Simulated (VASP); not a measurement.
# GaP (F-43m) in VASP: notebook

Aim: see how the results for GaP move with the level of theory and the settings. Levels: revPBE+D3(BJ), PBEsol+D4. Tasks: single point, relaxation of cell and atoms.

Program: VASP 6.6.1. These are calculated values, not measurements. Logs are shortened: lines on timing, memory, paths and dates and some standing lists are left out, and cuts for length are marked.

**Measured values to compare with.**

From “Stacking defects in GaP nanowires: Electronic structure and optical properties”, 2018, arxiv:1810.01194, for a bulk crystal of GaP at 10 K: band gap 2.34 eV (indirect).

The results are compared with them further down.

**1. The structure**

The structure is cubic, space group F-43m (No. 216). Conventional cell: a = 5.419 Å, b = 5.419 Å, c = 5.419 Å, α = 90.00°, β = 90.00°, γ = 90.00°. Ga (site symmetry -43m) has 4 P at 2.35 Å as nearest neighbours. Around P (site symmetry -43m) lie 4 Ga at 2.35 Å.

**2. Single point, revPBE+D3(BJ)**

Input file INCAR:

```
PREC = Accurate ; ENCUT = 520
EDIFF = 1E-7 ; ISMEAR = -1
SIGMA = 0.05 ; LREAL = False
LASPH = True ; NELM = 100
ALGO = Normal ; ISIF = 2
LWAVE = False ; LCHARG = True
GGA = RE ; IVDW = 12
LELF = True ; LVHAR = True
NBANDS = 16
```

Input file KPOINTS:

```
Automatic mesh
0
Gamma
  8 8 8
```

Input file POSCAR:

```
GaP
1.0
    0.0000000000      2.7094196901      2.7094196901
    2.7094196901      0.0000000000      2.7094196901
    2.7094196901      2.7094196901      0.0000000000
Ga P
1 1
Direct
    0.0000000000      0.0000000000      0.0000000000
    0.7500000000      0.7500000000      0.7500000000
```

Potentials or basis: VASP PAW PBE potentials, release 64 (Ga_d, P).

Command:

```
cat potpaw_PBE.64/Ga_d/POTCAR potpaw_PBE.64/P/POTCAR > POTCAR
mpirun -np 1 vasp_std > vasp.out
```

OUTCAR:

```text
PREC = Accurate
   ENCUT = 520
   EDIFF = 1E-7
   ISMEAR = -1
   LREAL = False
   LASPH = True
   NELM = 100
   ISIF = 2
   GGA = RE
   IVDW = 12
 IVDW          = 12

 ion  position               nearest neighbor table
   1  0.000  0.000  0.000-   2 2.35   2 2.35   2 2.35   2 2.35
   2  0.750  0.750  0.750-   1 2.35   1 2.35   1 2.35   1 2.35

  LATTYP: Found a face centered cubic cell.
 ALAT       =     5.4188393802

  Lattice vectors:

 A1 = (   0.0000000000,   2.7094196901,   2.7094196901)
 A2 = (   2.7094196901,   0.0000000000,   2.7094196901)
 A3 = (   2.7094196901,   2.7094196901,   0.0000000000)

Analysis of symmetry for initial positions (statically):
=====================================================================
 Subroutine PRICEL returns:
 Original cell was already a primitive cell.

 Routine SETGRP: Setting up the symmetry group for a
 face centered cubic supercell.

 Subroutine GETGRP returns: Found 24 space group operations
 (whereof 24 operations were pure point group operations)
 out of a pool of 48 trial point group operations.

The static configuration has the point symmetry T_d .

Analysis of symmetry for dynamics (positions and initial velocities):
=====================================================================
 Subroutine PRICEL returns:
 Original cell was already a primitive cell.

 Routine SETGRP: Setting up the symmetry group for a
 face centered cubic supercell.

 Subroutine GETGRP returns: Found 24 space group operations
 (whereof 24 operations were pure point group operations)
 out of a pool of 48 trial point group operations.

The dynamic configuration has the point symmetry T_d .

 Subroutine INISYM returns: Found 24 space group operations
 (whereof 24 operations are pure point group operations),
 and found     1 'primitive' translations

----------------------------------------------------------------------------------------

                                     Primitive cell

  volume of cell :      39.7795

  direct lattice vectors                    reciprocal lattice vectors
     0.000000000  2.709419690  2.709419690    -0.184541362  0.184541362  0.184541362
     2.709419690  0.000000000  2.709419690     0.184541362 -0.184541362  0.184541362
     2.709419690  2.709419690  0.000000000     0.184541362  0.184541362 -0.184541362

  length of vectors
     3.831698072  3.831698072  3.831698072     0.319635015  0.319635015  0.319635015

  position of ions in fractional coordinates (direct lattice)
     0.000000000  0.000000000  0.000000000
     0.750000000  0.750000000  0.750000000

  ion indices of the primitive-cell ions
   primitive index   ion index
                 1           1
                 2           2

----------------------------------------------------------------------------------------

 KPOINTS: Automatic mesh

Automatic generation of k-mesh.
 Grid dimensions read from file:
 generate k-points for:    8    8    8

 Generating k-lattice:

  Cartesian coordinates                     Fractional coordinates (reciprocal lattice)
    -0.023067670  0.023067670  0.023067670     0.125000000  0.000000000  0.000000000
     0.023067670 -0.023067670  0.023067670     0.000000000  0.125000000  0.000000000
     0.023067670  0.023067670 -0.023067670     0.000000000  0.000000000  0.125000000

  Length of vectors
     0.039954377  0.039954377  0.039954377

  Shift w.r.t. Gamma in fractional coordinates (k-lattice)
     0.000000000  0.000000000  0.000000000

 Subroutine IBZKPT returns following result:
 ===========================================

 Found     29 irreducible k-points:

 Following reciprocal coordinates:
            Coordinates               Weight
  0.000000  0.000000  0.000000      1.000000
  0.125000  0.000000  0.000000      8.000000
  0.250000  0.000000  0.000000      8.000000
  0.375000  0.000000  0.000000      8.000000
  0.500000  0.000000  0.000000      4.000000
  0.125000  0.125000  0.000000      6.000000
[... 16 lines left out ...]
  0.500000  0.250000  0.125000     48.000000
 -0.375000  0.250000  0.125000     24.000000
 [... further k-points ...]
   k-points           NKPTS =     29   k-points in BZ     NKDIM =     29   number of bands    NBANDS=     16
   number of dos      NEDOS =    301   number of ions     NIONS =      2
   total plane-waves  NPLWV =  21952
   dimension x,y,z NGX =    28 NGY =   28 NGZ =   28
   dimension x,y,z NGXF=    56 NGYF=   56 NGZF=   56
   ions per type =               1   1
   NGX,Y,Z   is equivalent  to a cutoff of  12.15, 12.15, 12.15 a.u.
   NGXF,Y,Z  is equivalent  to a cutoff of  24.30, 24.30, 24.30 a.u.
 SYSTEM =  unknown system
   PREC   = accura    normal or accurate (medium, high low for compatibility)
   ISTART =      0    job   : 0-new  1-cont  2-samecut
   ICHARG =      2    charge: 1-file 2-atom 10-const
   ISPIN  =      1    spin polarized calculation?
   LNONCOLLINEAR =      F non collinear calculations
   LSORBIT =      F    spin-orbit coupling
   LASPH  =      T    aspherical Exc in radial PAW
   ENCUT  =  520.0 eV  38.22 Ry    6.18 a.u.   7.12  7.12  7.12*2*pi/ulx,y,z
   NELM   =    100;   NELMIN=  2; NELMDL= -5     # of ELM steps
   EDIFF  = 0.1E-06   stopping-criterion for ELM
   LREAL  =      F    real-space projection
   EDIFFG = 0.1E-05   stopping-criterion for IOM
   NSW    =      0    number of steps for IOM
   IBRION =     -1    ionic relax: 0-MD 1-quasi-New 2-CG
   NFREE  =      0    steps in history (QN), initial steepest desc. (CG)
   ISIF   =      2    stress and relaxation
   ISYM   =      2    0-nonsym 1-usesym 2-fastsym
   POTIM  = 0.5000    time-step for ionic-motion
   TEBEG  =    0.0;   TEEND  =   0.0 temperature during run
   PSTRESS=    0.0 pullay stress
   NELECT =      18.0000    total number of electrons
   NUPDOWN=      -1.0000    fix difference up-down
   EMIN   =  10.00;   EMAX   =-10.00  energy-range for DOS
   EFERMI =   0.00;   METHOD = LEGACY
   ISMEAR =    -1;   SIGMA  =   0.05  broadening in eV -4-tet -1-fermi 0-gaus
   EFERMI_NEDOS =   21; number of points for ismear=-14 and -15
   IALGO  =     38    algorithm
   IMIX   =      4    mixing-type and parameters
     AMIX     =   0.40;   BMIX     =  1.00
     AMIX_MAG =   1.60;   BMIX_MAG =  1.00
  volume/ion in A,a.u.               =      19.89       134.22
  Fermi-wavevector in a.u.,A,eV,Ry     =   1.256838  2.375080 21.492339  1.579642
  Thomas-Fermi vector in A             =   2.390527
   LORBIT       =      0    0 simple, 1 ext, 2 COOP (PROOUT), +10 PAW based schemes
   GGA     = RE    functional components
   LHFCALC =     F    Hartree Fock is set to
   AEXX    =    0.0000 exact exchange contribution
   IVDW    =    12    specifies the selected vdW correction
   LEPSILON=     F    determine dielectric tensor
   LRPA    =     F    only Hartree local field effects (RPA)
 non-spin polarized calculation
  energy-cutoff  :      520.00
  volume of cell :       39.78
 maximum number of plane-waves:      1090
   NGX = 15   NGY = 15   NGZ = 15

 number of electron      18.0000009 magnetization

 Free energy of the ion-electron system (eV)
  ---------------------------------------------------
  ext. energy  EPLUGINS =         0.00000000
  ---------------------------------------------------
  free energy    TOTEN  =        -8.50860358 eV

  energy without entropy =       -8.50860358  energy(sigma->0) =       -8.50860358

 E-fermi :   5.7120     XC(G=0):  -9.7914

 val. band max:        4.9000815969   @ k =   0.0000   0.0000   0.0000
 cond. band min:       6.5741749000   @ k =   0.3750   0.3750   0.0000
 fundamental gap:      1.6740933031
 Fermi energy:         5.7120467135

 k-point     1 :       0.0000    0.0000    0.0000
  band No.  band energies     occupation
      1      -9.6741      2.00000
      2      -9.6741      2.00000
      3      -9.6741      2.00000
      4      -9.5689      2.00000
      5      -9.5689      2.00000
      6      -7.7028      2.00000
[... 8 lines left out ...]
     15      14.6792      0.00000
     16      14.6792      0.00000

 k-point     2 :       0.1250    0.0000    0.0000
  band No.  band energies     occupation
      1      -9.6891      2.00000
      2      -9.6691      2.00000
      3      -9.6691      2.00000
      4      -9.5690      2.00000
      5      -9.5690      2.00000
      6      -7.4958      2.00000
[... 8 lines left out ...]
     15      14.0695      0.00000
     16      14.8269      0.00000

 k-point     3 :       0.2500    0.0000    0.0000
  band No.  band energies     occupation
      1      -9.7215      2.00000
      2      -9.6585      2.00000
      3      -9.6585      2.00000
      4      -9.5676      2.00000
      5      -9.5676      2.00000
      6      -6.9098      2.00000
[... 8 lines left out ...]
     15      13.8982      0.00000
     16      15.0042      0.00000

 k-point     4 :       0.3750    0.0000    0.0000
  band No.  band energies     occupation
      1      -9.7504      2.00000
      2      -9.6504      2.00000
      3      -9.6504      2.00000
      4      -9.5636      2.00000
      5      -9.5636      2.00000
      6      -6.0909      2.00000
[... 8 lines left out ...]
     15      15.1179      0.00000
     16      15.1179      0.00000
[... 324 lines left out ...]
 k-point    22 :       0.3750    0.2500    0.1250
  band No.  band energies     occupation
      1      -9.7459      2.00000
      2      -9.6459      2.00000
      3      -9.6417      2.00000
      4      -9.5804      2.00000
      5      -9.5593      2.00000
      6      -6.4119      2.00000
[... 8 lines left out ...]
     15      16.1012      0.00000
     16      17.5332      0.00000

 k-point    23 :       0.5000    0.2500    0.1250
  band No.  band energies     occupation
      1      -9.7623      2.00000
      2      -9.6419      2.00000
      3      -9.6321      2.00000
      4      -9.5782      2.00000
      5      -9.5594      2.00000
      6      -5.6402      2.00000
[... 8 lines left out ...]
     15      16.5933      0.00000
     16      17.8488      0.00000

 k-point    24 :      -0.3750    0.2500    0.1250
  band No.  band energies     occupation
      1      -9.7683      2.00000
      2      -9.6413      2.00000
      3      -9.6287      2.00000
      4      -9.5743      2.00000
      5      -9.5612      2.00000
      6      -5.1713      2.00000
[... 8 lines left out ...]
     15      17.0087      0.00000
     16      17.5490      0.00000

 [... further k-points ...]

------------------------ aborting loop because EDIFF is reached ----------------------------------------

 Edisp (eV)   -1.24473

 E8    (eV) :    -0.8601

  FORCE on cell =-STRESS in cart. coord.  units (eV):
  Direction    XX          YY          ZZ          XY          YZ          ZX
  --------------------------------------------------------------------------------------
  -------------------------------------------------------------------------------------
  Total      -0.01365    -0.01365    -0.01365     0.00000     0.00000    -0.00000
  in kB      -0.54961    -0.54961    -0.54961     0.00000     0.00000    -0.00000
  external pressure =       -0.55 kB  Pullay stress =        0.00 kB

 VOLUME and BASIS-vectors are now :
 -----------------------------------------------------------------------------
  energy-cutoff  :      520.00
  volume of cell :       39.78
      direct lattice vectors                 reciprocal lattice vectors
     0.000000000  2.709419690  2.709419690    -0.184541362  0.184541362  0.184541362
     2.709419690  0.000000000  2.709419690     0.184541362 -0.184541362  0.184541362
     2.709419690  2.709419690  0.000000000     0.184541362  0.184541362 -0.184541362

 POSITION                                       TOTAL-FORCE (eV/Angst)
 -----------------------------------------------------------------------------------
      0.00000      0.00000      0.00000        -0.000000     -0.000000     -0.000000
      4.06413      4.06413      4.06413         0.000000      0.000000      0.000000
 -----------------------------------------------------------------------------------
    total drift:                               -0.000002     -0.000002     -0.000002

  FREE ENERGIE OF THE ION-ELECTRON SYSTEM (eV)
  ---------------------------------------------------
  free  energy   TOTEN  =        -9.7533370815 eV

  energy  without entropy=       -9.7533370794  energy(sigma->0) =       -9.75333708
```

It took 8.6 s on 1 thread of Intel Xeon 6975P-C (Granite Rapids), shared host; peak memory 0.17 GiB.

What came out:

```yaml
Free_energy: -9.7533 eV
Pressure: -0.1 GPa
Band_gap_on_the_k_mesh: 1.67 eV, indirect (least direct gap 2.07 eV)
Dispersion_energy_per_atom: -0.622 eV
```

Caveat: the PAW data sets were made with another functional, which shifts forces and pressure a little.

(Continued in part 2 of 2.)
